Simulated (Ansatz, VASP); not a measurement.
## One calculation of BN, two programs

```
B N
1.0
     0.00000    3.33948    2.16883
     1.25384    0.00000    2.16883
     1.25384    3.33948    0.00000
B N
1 1
Direct
  0.00011 0.00011 0.99989
  0.66659 0.66659 0.33341
```

Alike in both runs: task relaxation of cell and atoms; functional PBEsol; k mesh 12 × 12 × 12; occupations gaussian, width 0.02 eV; no spin polarisation.

|  | VASP | Ansatz |
| --- | --- | --- |
| version | VASP 6.6.1 | Ansatz 0.2.0 |
| potentials or method | VASP PAW PBE potentials, release 64 (B, N) | scalar-relativistic, plane waves, PAW |
| plane-wave cutoff (eV) | 600 | 420 |
| valence electrons in the cell | 8 | 8 |

Ansatz gave:

| Property | Result |
| --- | --- |
| gap on the k mesh at the Fermi level, each at its own relaxed structure (eV) | 3.81 |
| relaxed volume (Å³/atom) | 9.65 |
| relaxed cell length with the largest relative difference (Å) | 3.769 |
| energy change over the relaxation (meV/atom) | -2 |

Problem. Estimate VASP's values.

Solution. gap on the k mesh at the Fermi level, each at its own relaxed structure (eV): 3.76; relaxed volume (Å³/atom): 9.54; relaxed cell length with the largest relative difference (Å): 3.730; energy change over the relaxation (meV/atom): -1.

Caveats: the PAW data sets were made with another functional, which shifts forces and pressure a little (VASP). As with any semilocal functional, this PBEsol gap is likely too small. A k mesh can miss the band edges.
